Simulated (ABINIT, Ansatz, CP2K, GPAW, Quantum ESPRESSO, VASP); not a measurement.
One calculation of Zr, 6 ways

```
CELL_PARAMETERS angstrom
3.18905 0.00000 0.00000
0.00000 3.18905 0.00000
0.00000 0.00000 24.02000
ATOMIC_POSITIONS crystal
Zr 0.50000 0.50000 0.31224
Zr 0.00000 0.00000 0.40612
Zr 0.50000 0.50000 0.50000
Zr 0.00000 0.00000 0.59388
Zr 0.50000 0.50000 0.68776
```

Alike in all runs: functional PBE; k mesh 8 × 8 × 1; occupations fermi-dirac, width 0.05 eV; no spin polarisation; no spin-orbit coupling.

```tsv
program and potentials	plane-wave cutoff (eV)	notes	band gap (eV)	largest force (eV/Å)
Ansatz, Ansatz PAW	420	-	no gap	0.757
ABINIT, JTH PAW PBE v2.0	463	-	no gap	0.759
GPAW, GPAW PAW data sets (gpaw-data 1.2.1)	450	-	?	?
CP2K, POTENTIAL_UZH Zr GTH-PBE-q12; TZVP-MOLOPT-PBE-GTH basis	-	atomic basis	no gap	0.733
VASP, PBE PAW files Zr_sv, 520 eV	520	-	no gap	0.759
Quantum ESPRESSO, PseudoDojo 0.4.1 SR PBE standard	898	-	no gap	0.759
```

**Question.** Estimate from the other rows what the run with GPAW, GPAW PAW data sets (gpaw-data 1.2.1) gave.

**Answer.** No band gap; largest force 0.763 eV/Å. The other rows, which needn't bracket it: largest force 0.733 to 0.759.
